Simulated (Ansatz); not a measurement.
Ansatz input

```yaml
crystal:
  lattice:
    - [-2.6408695274, 2.8263200874, 0.801993888]
    - [2.8263200874, -2.6408695274, 0.801993888]
    - [1.9994066046, 1.9994066046, -0.4623408477]
  atoms:
    - { symbol: B, position: [0.0697033925, 0.9302966075, 1.0] }
    - { symbol: B, position: [0.6802966075, 0.3197033925, 0.5] }
hamiltonian:
  xc: pbe
  pseudopotentials:
    kind: paw_fr
    azcp:
      B: "pseudopotentials/B.paw.azcp"
basis:
  ecutwfc: 420
  fft_grid_basis: typed
kpoints:
  mp_grid: { grid: [19, 19, 11], shift: [0, 0, 0] }
magnetization:
  noncollinear: true
  spin_orbit: true
scf:
  occupations: { method: fermi_dirac, width: 0.1 }
```

Output

```
Warning: crystal.lattice misses the space group found at crystal.symmetry.tolerance 1.0e-5 in a digit that the deck types, which is why this is a warning: making the lattice exact moves one of its numbers by a whole unit of that number's last typed decimal, or more. The operation that it misses by the most changes a squared length by the fraction 2.97e-6. The run uses the lattice that is a stretch of the typed one, with no rotation, onto the one that keeps every operation to a double's rounding (on a very oblique basis the stretch itself rounds by more); the deck's lattice vector that moved farthest moved by 2.13e-6 Å. To run the lattice as typed, set crystal.symmetry.tolerance under 2.97e-6, the least fraction by which an operation that the lattice misses changes a squared length (the same key also sets how far an atom may lie from its image, so lowering it can lose operations that the atoms keep only within it), or set crystal.symmetry.detect: false (a key that needs symmetry detection or time reversal refuses this as the deck is read). crystal.lattice made exact, in Å and degrees: [[-2.6408691060933545, 2.8263205087066456, 0.8019937905781409], [2.8263205087066456, -2.6408691060933545, 0.8019937905781409], [1.9994068474782114, 1.9994068474782114, -0.46233874702715205]]. Pasted over the deck's crystal.lattice, beside positions in fractional coordinates, it runs the same cell (given as lengths and angles, that cell in the form's own orientation, a rigid turn of the misfit's size from the one run here, for which a checkpoint.post_process_only pass over this run's state can be refused: where this run relaxes nothing, give such a pass this deck's own crystal.lattice, as typed; behind a relaxation, as crystal.lattice, the state's own cell, identity.cell in its checkpoint.json), and a matrix so pasted ends this notice, except on a very skew basis of the lattice, where the rounding of the pasted numbers themselves can read as a misfit: the cell is then moved again, and that move is told again. The lattice as run is in this notice's lattice.as_run_ang field (Run.prep()["deck_notices"] in Python, the deck_notice line of an events file, deck_notices of ansatz run --dry-run=json, or deck_notices in record.json in the deck's checkpoint.write directory).
Engine: ansatz 0.2.0, x86_64-unknown-linux-gnu
Pseudopotentials: kind: paw_fr
Pseudopotential: B, paw_fr, valence charge 3, recommended cutoff 420 eV (normal) 
Functional definition: PBE
  parameter kappa = 0.804
  parameter beta = 0.06672455060314922
  exchange = pbe_x(kappa = kappa, mu = beta*pi^2/3)
  correlation = pbe_c(beta = beta)
non-collinear run that drives no moment, with spin-orbit: no starting moment large enough to seed its density (crystal.atoms[].spin), no starting occupations that ask for one, no magnetisation constraint and no magnetic field, so the semilocal B_xc is pinned to zero
Crystal: 2 atoms, lattice volume = 18.002 Å³
Basis set: ecut = 420 eV, 359 PW (Γ)
Bands: 14, of which v1, the nominal top of the filled ones, is band 6 counted from 1 (5 counted from 0)
Symmetry: 8 space group operations + 8 with time reversal
Magnetic group: BNS 63.458 (UNI 556), of the structure as read, at distance tolerance 2.6e-5 Å
k-points: 600 of 3971
Projection manifold: j_resolved (fully-relativistic pseudo-atomic orbitals)
Non-local potential: B, projectors of the file, l = 0: 2, l = 1: 4, l = 2: 2
PAW form: soft (Blöchl's): semilocal exchange-correlation on the pseudo side does not see the compensation charge
PAW one-centre angular grid: B, 110 points (default); XC on 64 Gauss nodes
Initial density: superposition of atomic densities (chi_scale 0.1, normalization cell)
Initial wavefunctions: pseudopotential atomic-orbital guess
Functional: x = pbe(κ = 0.804, μ = 0.2195149727645171), c = pbe(β = 0.06672455060314922)
SCF iter   1: F=—  HF=-311.580768 eV  |F-HF|=—  |Δ(HF+E_count)|=         —  Δρ=8.21e-2  dr2=1.59e0  dr2_m=0.00e0 (ungated)  ethr=3.10e-3  |M|=0.00e0 ∫|m|=0.00e0 μB  |m|>n=0.0e0 m-floor=0.0e0 τ_xc=0.0e0  β_m=0.30  ⟨swp⟩=5.6  Hψ=27548  notcnv=0  defer=216
SCF iter   2: F=—  HF=-311.301213 eV  |F-HF|=—  |Δ(HF+E_count)|=   2.80e-1  Δρ=6.21e-2  dr2=9.92e-1  dr2_m=0.00e0 (ungated)  ethr=3.10e-3  |M|=0.00e0 ∫|m|=0.00e0 μB  |m|>n=0.0e0 m-floor=0.0e0 τ_xc=0.0e0  β_m=0.65  ⟨swp⟩=2.0  Hψ=7804  notcnv=0  defer=1326
SCF iter   3: F=—  HF=-310.875294 eV  |F-HF|=—  |Δ(HF+E_count)|=   4.26e-1  Δρ=6.92e-3  dr2=5.70e-3  dr2_m=0.00e0 (ungated)  ethr=3.10e-3  |M|=0.00e0 ∫|m|=0.00e0 μB  |m|>n=0.0e0 m-floor=0.0e0 τ_xc=0.0e0  β_m=0.69  ⟨swp⟩=3.0  Hψ=8314  notcnv=0  defer=1326
SCF iter   4: F=—  HF=-310.875968 eV  |F-HF|=—  |Δ(HF+E_count)|=   6.73e-4  Δρ=1.38e-3  dr2=3.59e-4  dr2_m=0.00e0 (ungated)  ethr=9.49e-5  |M|=0.00e0 ∫|m|=0.00e0 μB  |m|>n=0.0e0 m-floor=0.0e0 τ_xc=0.0e0  β_m=0.74  ⟨swp⟩=1.9  Hψ=5950  notcnv=0  defer=1420
SCF iter   5: F=—  HF=-310.876166 eV  |F-HF|=—  |Δ(HF+E_count)|=   1.98e-4  Δρ=1.58e-4  dr2=4.58e-6  dr2_m=0.00e0 (ungated)  ethr=5.98e-6  |M|=0.00e0 ∫|m|=0.00e0 μB  |m|>n=0.0e0 m-floor=0.0e0 τ_xc=0.0e0  β_m=0.85  ⟨swp⟩=2.2  Hψ=4876  notcnv=0  defer=1418
SCF iter   6: F=—  HF=-310.876171 eV  |F-HF|=—  |Δ(HF+E_count)|=   4.99e-6  Δρ=1.98e-5  dr2=4.59e-8  dr2_m=0.00e0 (ungated)  ethr=1.67e-9  |M|=0.00e0 ∫|m|=0.00e0 μB  |m|>n=0.0e0 m-floor=0.0e0 τ_xc=0.0e0  β_m=0.93  ⟨swp⟩=1.2  Hψ=11726  notcnv=0
SCF iter   7: F=-310.876171 eV  HF=-310.876171 eV  |F-HF|=6.67e-11  |Δ(HF+E_count)|=   9.81e-8  Δρ=8.03e-7  dr2=7.03e-11  dr2_m=0.00e0 (ungated)  ethr=7.66e-10  |M|=0.00e0 ∫|m|=0.00e0 μB  |m|>n=0.0e0 m-floor=0.0e0 τ_xc=0.0e0  ⟨swp⟩=1.0  Hψ=11238  notcnv=0
SCF 1 converged in 7 iterations: F = -310.876171 eV  dr2 = 7.03e-11
SCF converged after 7 iterations
Magnetization: |M| = 0.0000 μB,  M = (+0.0000, +0.0000, +0.0000) μB
Absolute magnetization: 0.0000 μB (∫|m|)
  site 0: m = (+0.0000, +0.0000, +0.0000) μB, |m| = 0.0000 μB  (R = 0.67 Å)
  site 1: m = (+0.0000, +0.0000, +0.0000) μB, |m| = 0.0000 μB  (R = 0.67 Å)
Free energy (F): -310.876171 eV
Harris-Foulkes:  -310.876171 eV  (|F-HF|=6.67e-11)
Internal energy: -310.863122 eV  (E = F + TS)
E sigma→0 (E₀):  -310.869646 eV
Entropy (-TS):   -0.013049 eV (-6.525 meV/atom)
Fermi energy:    7.047009 eV
--- Per-component energies (eV) ---
  E_band       = -1.358457
  E_kinetic    = 97.848442
  E_local      = -108.884625  (includes V_loc(G=0)·N_el)
  E_nonlocal   = 23.142491
  E_hartree    = 33.779931
  E_xc         = -63.816192
  E_vxc        = -75.633088  (∫ρ·V_xc dr)
  E_paw        = -157.255448  (= ΣΔE_a)
  E_vpaw       = -5.391583  (= ΣTr[D̂ρ^β])
  E_aug_tail   = -0.000007  (compensation charges beyond the density's cutoff)
  E_ewald      = -135.677715
  E_smearing   = -0.013049  (= −TS)
  E_closure    = 0.000000  (closes the sum)
  Σ components = -310.876171   (vs F -310.876171, Δ=0.00e0)
```

Launched by

```sh
ansatz run input.yaml --threads 1 --pin off --max-ram 3584MiB --backend cpu --events-out ev --progress --plain --runs-dir out
```

On 1 thread of Intel(R) Xeon(R) Platinum 8259CL CPU @ 2.50GHz (Skylake/Cascade Lake) (shared host) this took about 31 s of wall time and 28 s of CPU time.
